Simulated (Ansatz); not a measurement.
Reaction (ligand exchange at a B–O bond): `CB(Cl)OC(C)=O` + H₂Se → `CB(Cl)[SeH]` + acetic acid

Program: Ansatz. Geometries: PBE0-D4/def2-TZVP. ΔE: electronic, gas phase. CCSD(T)/CBS adds triple-zeta CCSD(T) − MP2 to the extrapolated MP2 energy (def2 sets, frozen cores). DFT in def2-TZVPP. For Se outer-core shells are correlated without core-valence functions, which leaves a few kJ/mol of doubt a bond. Scalar relativity is left out up to krypton. One conformer a species, not always the lowest.

```json
{"species": "`CB(Cl)OC(C)=O`", "ωB97X-V energy (Eh)": "-753.52241"}
{"species": "H₂Se", "ωB97X-V energy (Eh)": "-2402.52733"}
{"species": "`CB(Cl)[SeH]`", "ωB97X-V energy (Eh)": "-2926.92456"}
{"species": "`CC(=O)O`", "ωB97X-V energy (Eh)": "-229.11296"}
```

(1) Work out ΔE.

Largest T1 diagnostic among the species: 0.015.

Results:

(1) ΔE = (-2926.92456) + (-229.11296) − (-753.52241) − (-2402.52733) = 0.01222 Eh = +32.1 kJ/mol. CCSD(T)/CBS gives +26.4 kJ/mol.

In def2-TZVPP, CCSD(T) changes the Hartree–Fock value by −15.6 kJ/mol (the triples alone add −2.5 kJ/mol) and MP2 by −23.3 kJ/mol. From PBE to PBE0 (25 % exact exchange), in def2-TZVPP and without D4, ΔE moves by +4.1 kJ/mol.
